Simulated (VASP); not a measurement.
# VASP inputs for InSb (strained zincblende)

INCAR

```
NBANDS = 16
ISMEAR = -1
NELM = 120
ENCUT = 520
LWAVE = .FALSE.
NSW = 0
SIGMA = 0.02
ISIF = 2
LELF = .TRUE.
LCHARG = .TRUE.
EDIFF = 1E-7
LREAL = .FALSE.
METAGGA = R2SCAN
PREC = Accurate
ALGO = Normal
IBRION = -1
LASPH = .TRUE.
```

KPOINTS

```
KPOINTS created by Atomic Simulation Environment
0
Gamma
6 6 6
0 0 0
```

KPOINTS_OPT

```
special points
7
Reciprocal
0.0000000000 0.0000000000 0.0000000000 1
-0.5000000000 -0.5000000000 0.0000000000 1
-0.3750000000 -0.3750000000 0.2500000000 1
-0.3750000000 0.0000000000 0.3750000000 1
0.0000000000 0.0000000000 0.5000000000 1
-0.5000000000 -0.2500000000 0.2500000000 1
-0.0226240000 0.0000000000 -0.0226240000 1
```

POSCAR

```
In Sb
 1.0000000000000000
     0.0000000000000000    3.3451032681999999    3.2078164390000001
     3.3451032681999999    0.0000000000000000    3.2078164390000001
     3.3451032681999999    3.3451032681999999    0.0000000000000000
 In  Sb
   1   1
Cartesian
  0.0000000000000000  0.0000000000000000  0.0000000000000000
  1.6725516340999997  1.6725516340999997  1.6039082194999998
```

VASP ran with the recommended PBE PAW datasets (18 valence electrons in the cell).

Q: What does this run give?

A: gap between bands v and c 0.02 eV; least direct gap 0.14 eV; pressure -0.7 GPa.

Band v is the last that the valence electrons fill when counted band by band, and c is the next. Levels in eV from the top of v:

```tsv
point	v−1	v	c	c+1
Γ	-0.17	-0.17	0.02	3.06
X	-2.42	-2.42	1.26	1.42
K	-3.09	-1.87	1.86	3.94
L	-1.20	-0.94	0.60	3.89
W	-2.85	-2.70	3.39	3.96
```
